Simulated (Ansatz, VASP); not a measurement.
# Two plane-wave programs on BN

File POSCAR:

```
BN
1.0
    2.3148041895      0.0000000000      0.0000000000
    0.0000000000      2.3148041895      0.0000000000
    0.0000000000      0.0000000000      2.3148041895
B N
1 1
Direct
    0.0000000000      0.0000000000      0.0000000000
    0.5000000000      0.5000000000      0.5000000000
```

File INCAR.step1:

```
ALGO = Normal
EDIFF = 1E-5
ENCUT = 520
GGA = PE
ISIF = 2
ISMEAR = -1
LASPH = True
LCHARG = False
LREAL = False
LWAVE = True
NBANDS = 11
NELM = 60
PREC = Accurate
SIGMA = 0.02
```

The input INCAR.step2:

```
ALGO = Normal
EDIFF = 1E-6
ENCUT = 520
GGA = PE
HFSCREEN = 0.2079
ISIF = 2
ISMEAR = -1
ISTART = 1
LASPH = True
LCHARG = False
LHFCALC = True
LREAL = False
LWAVE = False
NBANDS = 11
NELM = 60
PREC = Accurate
PRECFOCK = Normal
SIGMA = 0.02
```

KPOINTS

```
k-points
0
Gamma
  6 6 6
```

Input for Ansatz:

```yaml
crystal:
  lattice:
    - [2.3148041895, 0.0, 0.0]
    - [0.0, 2.3148041895, 0.0]
    - [0.0, 0.0, 2.3148041895]
  atoms:
    - { symbol: B, position: [0.0, 0.0, 0.0] }
    - { symbol: "N", position: [0.5, 0.5, 0.5] }
kpoints:
  mp_grid: { grid: [6, 6, 6] }
hamiltonian:
  xc: hse06
scf:
  occupations: { method: fermi_dirac, width: 0.02 }
  n_extra_bands: 4
output:
  forces: true
  stress: true
  eigenvalues: true
```

The cell was built by a generator and needn't be a form met in nature.

Alike in both runs: task single point; functional HSE06; k mesh 6 × 6 × 6; occupations fermi-dirac, width 0.02 eV; no spin polarisation.

|  | VASP | Ansatz |
| --- | --- | --- |
| version | VASP 6.6.1 | Ansatz 0.2.0 |
| potentials or method | VASP PAW PBE potentials, release 64 (B, N) | plane waves, PAW |
| plane-wave cutoff (eV) | 520 | 420 |
| valence electrons in the cell | 8 | 8 |

Ansatz gave:

* pressure (GPa): -7.0

Question: What did VASP give for the same quantities?

Answer: Pressure (GPa): -7.1.

With one functional, cell and mesh, what is left measures potentials, basis and numerics. Ansatz warned: «filled_band_counts_differ_across_k_points».

Caveats: the k mesh is coarse (spacing up to 0.45 Å⁻¹), so the values aren't converged, least of all with exact exchange; the PAW data sets were made with another functional, which shifts forces and pressure a little (VASP).
